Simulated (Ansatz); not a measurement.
CoO:

```
Co O
1.0
     2.82845    0.00000    0.00000
    -1.41423    2.44951    0.00000
     0.00000    0.00000    2.72172
Co O
1 1
Direct
  0.00000 0.00000 0.50000
  0.66667 0.33333 0.00000
```

The cell was built by a generator and needn't be a form met in nature.

```yaml
Program: Ansatz 0.2.0
Task: relaxation of cell and atoms
Functional: LDA
Potentials_or_basis: Ansatz PAW
Cutoff: "420 eV (not typed: the program's choice for these potentials)"
k_mesh: 8 × 8 × 7
Occupations: fermi-dirac, width 0.05 eV
Spin: collinear spin, ferromagnetic start
Starting_moments: "[2.0, 0.0] μB"
```

At the start: volume 9.43 Å³/atom.

Question: How do energy, volume and symmetry change on relaxing?

Answer: It ends after 9 steps and the volume is 8.63 Å³/atom (-8.5 %); space group P-6m2 (No. 187, to 0.05 Å); moment 2.97 μB per cell.

Step by step:
| step | energy change (eV) | largest force (eV/Å) | volume (Å³) |
| --- | --- | --- | --- |
| 1 | 0.0000 | 0.0000 | 18.86 |
| 2 | -0.0787 | 0.0000 | 17.96 |
| 3 | -0.1007 | 0.0000 | 17.22 |
| 4 | -0.1004 | 0.0000 | 17.31 |
| 5 | -0.1004 | 0.0000 | 17.31 |
| 6 | -0.1004 | 0.0000 | 17.31 |
| 7 | -0.0936 | 0.0000 | 17.31 |
| 8 | -0.0940 | 0.0000 | 17.26 |
| 9 | -0.0938 | 0.0000 | 17.26 |

Final structure:
```
CELL_PARAMETERS angstrom
2.73856 0.00000 0.00000
-1.36928 2.37167 0.00000
0.00000 0.00000 2.65778
ATOMIC_POSITIONS crystal
Co 0.00000 0.00000 0.50000
O 0.66667 0.33333 0.00000
```

Caveat: the plane-wave basis is chosen anew once the cell has moved, so the energies of steps on either side of that aren't comparable; the pressure holds a Pulay correction of +1.1 GPa for the finite cutoff; a cell with one magnetic atom can't hold antiferromagnetic order, which such compounds often take; the PAW data sets come from PBE, with cores solved anew for the run's functional, which leaves a small shift of forces and pressure.
